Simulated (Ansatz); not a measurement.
# Band structure of NbC

```xyz
2
Lattice="0.0000 2.2000 2.2000 2.2000 0.0000 2.2000 2.2000 2.2000 0.0000" Properties=species:S:1:pos:R:3 pbc="T T T"
Nb    0.0000    0.0000    0.0000
C     2.2000    2.2000    2.2000
```

Atoms are numbered in the order listed.

The cell comes from COD entry 1011323, which wasn't checked; take it as a given geometry. It is an old determination, and later ones may differ.

Spin polarisation is left out, and whether a magnetic state lies lower isn't shown here.

Theory: Ansatz 0.2.0, DFT, PBE, all-electron LAPW, Dirac equation with spin-orbit coupling.

Numerical set-up: a Γ-centred 14×14×14 k mesh, Fermi–Dirac smearing of 0.05 eV, basis error target 1 meV/atom, no spin polarisation.

Points in fractions of the reciprocal vectors of this cell: Γ (0, 0, 0), X (0.5, 0, 0.5), U (0.625, 0.25, 0.625), K (0.375, 0.375, 0.75), L (0.5, 0.5, 0.5), W (0.5, 0.25, 0.75). The path joins them by straight lines in the order Γ–X–U–K–Γ–L–W–X; legs that retrace an earlier one aren't tabulated. Energies are in eV from the Fermi level.

Is there a gap?

none: bands cross the Fermi level, a metal.

List the levels between -20 and 10 eV at the symmetry points.


Γ: -13.75 (×2), -1.49 (×4), -1.40 (×2), -0.40 (×2), -0.32 (×4), 0.33 (×4), 8.13 (×2), 9.88 (×2)
X: -12.48 (×2), -4.51 (×2), -3.92 (×2), -1.46 (×2), -1.31 (×2), 2.09 (×2), 3.38 (×2), 3.49 (×2), 6.99 (×2)
U: -11.68 (×2), -5.42 (×2), -4.35 (×2), -3.70 (×2), -0.39 (×2), 2.61 (×2), 3.60 (×2), 5.87 (×2), 6.30 (×2)
K: -11.68 (×2), -5.42 (×2), -4.35 (×2), -3.70 (×2), -0.39 (×2), 2.61 (×2), 3.60 (×2), 5.87 (×2), 6.30 (×2)
L: -9.83 (×2), -7.91 (×2), -5.47 (×2), -5.43 (×2), 2.24 (×4), 3.77 (×2), 5.83 (×2), 9.38 (×2), 9.40 (×2)
W: -11.58 (×2), -4.91 (×2), -4.65 (×2), -4.49 (×2), 1.56 (×4), 3.44 (×2), 5.51 (×2), 5.81 (×2)
